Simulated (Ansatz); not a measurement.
Set up this calculation in Ansatz 0.2.0, as the native input.

```yaml
Task: single point
Functional: PBE
Potentials_or_basis: all-electron LAPW, scalar-relativistic
Cutoff: 159 eV (chosen from the basis error)
Basis_error_allowed: 0.001 eV/atom
k_mesh: 9 × 9 × 9
Occupations: gaussian, width 0.016 eV
Spin: no spin polarisation
```

Bi:

```
Bi
1.0
    -1.98143    1.98143    1.98143
     1.98143   -1.98143    1.98143
     1.98143    1.98143   -1.98143
Bi
1
Direct
  0.00000 0.00000 0.00000
```

This isn't the form of Bi at room conditions, which is rhombohedral.

One way to write it, as run:

input.yaml

```yaml
crystal:
  lattice:
    - [-1.9814305318, 1.9814305318, 1.9814305318]
    - [1.9814305318, -1.9814305318, 1.9814305318]
    - [1.9814305318, 1.9814305318, -1.9814305318]
  atoms:
    - { symbol: Bi, position: [0.0, 0.0, 0.0] }
kpoints:
  mp_grid: { grid: [9, 9, 9] }
scf:
  occupations: { method: gaussian, width: 0.016 }
hamiltonian:
  xc: pbe
  pseudopotentials: { kind: all_electron, lapw: { basis_error: 0.001 } }
output:
  forces: true
  stress: true
  eigenvalues: true
```

Potentials or basis: all-electron LAPW, scalar-relativistic.

The run is started by

```console
$ ansatz run input.yaml --threads 1 --pin off --max-ram 3072MiB --backend cpu --events-out ev --progress --plain --runs-dir out
```

It gave:

```yaml
Pressure: 0.9 GPa
Band_gap_on_the_k_mesh: none (metal or under the smearing width)
```

Caveat: spin-orbit coupling is left out, which moves the levels of the heavy elements.

Wall time 6.4 s on 1 thread of Intel(R) Xeon(R) Processor @ 2.50GHz (Skylake/Cascade Lake) (shared host), peak memory 0.26 GiB.
